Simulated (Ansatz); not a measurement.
# Zr3N: the cost of one run

Program: Ansatz 0.2.0. Level of theory: DFT PBE, scalar-relativistic, plane waves, PAW. These are calculated values, not measurements.

**1. The system as given**

The structure is cubic, space group Pm-3m (No. 221). Conventional cell: a = 4.130 Å, b = 4.130 Å, c = 4.130 Å, α = 90.00°, β = 90.00°, γ = 90.00°. Zr (site symmetry 4/mmm) is surrounded by 2 N at 2.07 Å. N (site symmetry m-3m) has 6 Zr at 2.07 Å as nearest neighbours.

As a file:

```cif
data_structure
_symmetry_space_group_name_H-M 'Pm-3m'
_symmetry_Int_Tables_number 221
_cell_length_a 4.1305
_cell_length_b 4.1305
_cell_length_c 4.1305
_cell_angle_alpha 90.000
_cell_angle_beta 90.000
_cell_angle_gamma 90.000
_cell_volume 70.47
loop_
_atom_site_label
_atom_site_type_symbol
_atom_site_symmetry_multiplicity
_atom_site_Wyckoff_symbol
_atom_site_fract_x
_atom_site_fract_y
_atom_site_fract_z
_atom_site_occupancy
Zr1 Zr 3 d 0.50000 0.00000 0.00000 1
N1 N 1 a 0.00000 0.00000 0.00000 1
```

This is candidate A: anti-ReO3 type (Pm-3m, No. 221).

(A quick probe on a coarse mesh, which set the mesh and smearing, is not shown.)

**3. Coarse relaxation (candidate A)**

File input.yaml:

```yaml
crystal:
  lattice:
    - [4.1304875213, 0.0, 0.0]
    - [0.0, 4.1304875213, 0.0]
    - [0.0, 0.0, 4.1304875213]
  atoms:
    - { symbol: Zr, position: [0.5, 0.0, 0.0] }
    - { symbol: Zr, position: [0.0, 0.5, 0.0] }
    - { symbol: Zr, position: [0.0, 0.0, 0.5] }
    - { symbol: "N", position: [0.0, 0.0, 0.0] }
basis:
  ecutwfc: 420
kpoints:
  mp_grid: { grid: [4, 4, 4] }
hamiltonian:
  xc: pbe
scf:
  occupations: { method: gaussian, width: 0.1 }
  lower_state_search: "off"
output:
  forces: true
  stress: true
  eigenvalues: true
relax:
  adjacent_minimum: "off"
  f_tol: 0.04
  max_steps: 70
  cell: { stress_tol: 0.4 }
```

Run with:

```sh
$ ansatz run input.yaml --threads 1 --pin off --max-ram 2560MiB --backend cpu --events-out ev --progress --plain --runs-dir out
```

What time and memory should one allow on 1 thread of Intel Xeon 6975P-C (Granite Rapids), shared host?

About 5.8 s, with a peak of 0.38 GiB.
